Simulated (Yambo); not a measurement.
**PbO (Litharge) in Yambo: convergence with bands in self energy**

The system is PbO (Litharge).

```xyz
4
Lattice="3.9900 0.0000 0.0000 0.0000 3.9900 0.0000 0.0000 0.0000 5.0100" Properties=species:S:1:pos:R:3 pbc="T T T"
Pb    1.9950    0.0000    3.8076
Pb    0.0000    1.9950    1.2024
O     1.9950    1.9950    0.0000
O     0.0000    0.0000    0.0000
```

* Program: Yambo 5.3.0
* Task: G0W0 quasiparticle levels
* Functional: PBEsol
* Potentials or basis: PseudoDojo 0.4.1 SR PBEsol standard
* Cutoff: 1143 eV
* Density cutoff: 4572 eV
* k mesh: 4 × 4 × 4
* Occupations: fixed
* Spin: no spin polarisation
* k mesh of the self-consistent run: 8 × 8 × 6
* Random integration of the Coulomb term: yes
* Direction of the field or of q to 0: x + y + z
* Broadening: 0.1 eV
* States corrected: Γ and the k points of the band edges
* Frequency dependence of W: plasmon pole
* Terminator of the band sum in the self-energy: none
* Quasiparticle equation: linearised (Newton)
* Imaginary frequency of the plasmon-pole fit: 27.2114 eV
* Bands in the response: 120
* Bands in the self-energy: 40
* Cutoff of the response matrix: 12 Ry
* Cutoff of exchange and Vxc: 84 Ry
* Bands corrected (first, last): [20, 21]

These are the settings of the first run; the series varies bands in self energy, with any setting tied to it.

```csv
bands in self energy,quasiparticle gap at the points computed (eV)
40,1.049
60,1.097
120,1.278
```

Not settled before the last step: the quasiparticle gap at the points computed (to 0.05 eV). The tightest run that finished is the yardstick and may itself not be fully converged.

Caveat, for the tightest run too: the potentials hold a filled d shell without the s and p states of that shell, which can shift GW gaps by tenths of an eV, either way; this version prints the column dSc/dw multiplied by 27.2; the quasiparticle gap listed is the Kohn-Sham gap on the denser mesh of the self-consistent run plus the correction found on the GW mesh, so it differs from the gap in the log; spin-orbit coupling is left out, which as a rule narrows the gap of such compounds by several tenths of an eV.
